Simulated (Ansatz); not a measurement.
Perturbing SnSe

Base: an entry of the Crystallography Open Database (COD), whose atoms a relaxation with PBE at fixed cell left in place.

```
CELL_PARAMETERS angstrom
0.00000 3.01000 3.01000
3.01000 0.00000 3.01000
3.01000 3.01000 0.00000
ATOMIC_POSITIONS crystal
Sn 0.00000 0.00000 0.00000
Se 0.50000 0.50000 0.50000
```

Sites (sets of like atoms) are named by element and the number of their first atom in this list.

Computed with Ansatz: DFT, PBE, plane waves and PAW, scalar-relativistic, 420 eV cutoff, Γ-centred 13×13×13 k-points, Fermi–Dirac smearing 0.02 eV.

Question: Variant: z stretched by 2 %, ions relaxed. What happens to the gradients (10²¹ V/m²)?

Answer: 

| site | atoms | V_zz base | η base | V_zz variant | η variant |
| --- | --- | --- | --- | --- | --- |
| Sn | 1 | 0.00 | – | 2.84 | 0.00 |
| Se | 2 | 0.00 | – | 0.17 | 0.00 |

The largest change of V_zz is on Sn, from 0.00 to 2.84.

For the variant: Without spin–orbit coupling (the program notes it for Sn) the gradients can shift somewhat, as the gap is small. With a gap of 0.4 eV on this mesh, the gradients can still move by some per cent as the k-mesh gets denser.
